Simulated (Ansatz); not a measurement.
Runs of Ansatz 0.2.0 on Si2W. Symmetry: P6_222, No. 180, hexagonal system. The conventional cell has a = 4.617 Å, b = 4.617 Å, c = 6.653 Å, α = 90.00°, β = 90.00°, γ = 120.00°. Around W (site symmetry 222) lie 10 Si at 2.59 to 2.69 Å. Si (site symmetry 2) has 5 Si at 2.57 to 2.69 Å and 5 W at 2.59 to 2.69 Å as nearest neighbours. Measurements of this composition are mostly on another form, of space group No. 139.

| task | level | cell | cutoff (eV) | points for each segment of the path | gap on the mesh (eV) | pressure (GPa) | relaxed volume (Å³/atom) | largest force (eV/Å) |
| --- | --- | --- | --- | --- | --- | --- | --- | --- |
| relaxation of cell and atoms | LDA | relaxed | 420 | - | (b) | 0.0 | 13.09 | 0.01 |
| relaxation of cell and atoms | PBEsol+D3(BJ)+ATM | relaxed | 420 | - | 0.23 | 0.0 | (d) | 0.01 |
| band structure | r2SCAN | as given | 500 | 10 | 0.33 | -5.1 | - | - |
| relaxation of cell and atoms | PBEsol+D3(BJ) | relaxed | 420 | - | 0.23 | 0.0 | (a) | 0.01 |
| relaxation of cell and atoms | r2SCAN | relaxed | 500 | - | 0.34 | 0.0 | 13.34 | - |
| band structure | PBEsol | as given | 420 | 10 | - | -5.6 | - | 0.04 |
| relaxation of cell and atoms | PBEsol | relaxed | 420 | - | 0.23 | 0.0 | 13.31 | - |
| band structure | LDA | as given | 420 | 10 | - | (c) | - | 0.06 |
| relaxation of cell and atoms | PBEsol+D4 | relaxed | 420 | - | 0.23 | 0.0 | 13.10 | - |

Alike in all rows: potentials or basis Ansatz PAW; no spin polarisation; k mesh 7 × 7 × 4; smearing fermi-dirac 0.05 eV.

Question: Fill in the values left out.

Answer: (a) 12.93; (b) 0.21; (c) -9.2; (d) 13.00.

Caveats: the PAW data sets come from PBE, with cores solved anew for the run's functional, which leaves a small shift of forces and pressure; spin-orbit coupling is left out, which moves the levels of the heavy elements (some runs); odd divisions of the mesh miss points on the zone boundary, where band edges often lie, so the gap on the mesh can be too wide (some runs); the plane-wave basis is chosen anew once the cell has moved, so the energies of steps on either side of that aren't comparable (some runs); the k mesh misses the band edges, so the gap on the mesh is wider than the one along the path (some runs).

A k mesh can miss the band edges, and the runs leave out spin-orbit coupling on W.

Not every run made on this cell is shown here.
